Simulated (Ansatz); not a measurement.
Consider ZnTe in the zinc blende structure (space group F-43m, No. 216).

```yaml
crystal:
  lattice:
    - [0.00000, 3.03285, 3.03285]
    - [3.03285, 0.00000, 3.03285]
    - [3.03285, 3.03285, 0.00000]
  atoms:
    - { symbol: Te, position: [0.75000, 0.75000, 0.75000] }
    - { symbol: Zn, position: [0.00000, 0.00000, 0.00000] }
```

Cartesian axes are those of the cell as printed.

Level of theory: PBEsol (Ansatz, a program for electronic structure), spin-orbit coupling left out.

Free-standing slabs (2 atom(s) a layer) normal to [110] with 15 Å of vacuum; in-plane cell held at bulk.

One change was made to it. Results:

```csv
quantity,base,after
shortest interatomic distance,2.627 Å,2.573 Å
gap character,–,direct at Γ
band gap,1.24 eV,1.66 eV
```

**Question.** Which change produced these results?
(A) 4 layers
(B) 6 layers
(C) 2 layers
(D) 1 layer

**Answer.** B, 6 layers. For comparison, the band gap in the other runs: 1 layer gives 1.42 eV; 4 layers gives 1.85 eV; 2 layers gives 2.32 eV.

With Te present, leaving out spin-orbit coupling can change the band edges. Stability against distortions was not tested. k-point labels follow each cell's own Brillouin zone.
